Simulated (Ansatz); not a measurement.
Data:

CsCl:
```
CsCl
1.0
    4.06865     0.00000     0.00000
    0.00000     4.06865     0.00000
    0.00000     0.00000     4.06865
Cs Cl
1 1
Direct
  0.00000   0.00000   0.00000
  0.50000   0.50000   0.50000
```

This is the PBEsol-relaxed structure.

All from PBEsol (plane waves, PAW; program Ansatz), unless another level is named. Estimate the gap with spin–orbit coupling.

5.15 eV.

And the band gap?

5.23 eV (direct).

Give the electron effective mass, band 1 of 2 at the edge.

1.3 along [100], 0.77 along [110], 0.55 along [111] (mₑ).

Give the formation energy from the elements (no fitted shifts).

-1.96 eV/atom.

Predict the weight of the valence-edge state by species (Voronoi cells).

Cl 94 %, Cs 6 %.

And the valence-band maximum?

at Γ.

Space group Pm-3m (CsCl type). Symmetry was held in the PBEsol relaxation. The references are the lowest solids computed at this level, not always the standard phases (solids in place of the gases). Spin–orbit coupling is left out wherever it is not named.

Potentials: the later of the program's two PAW sets.
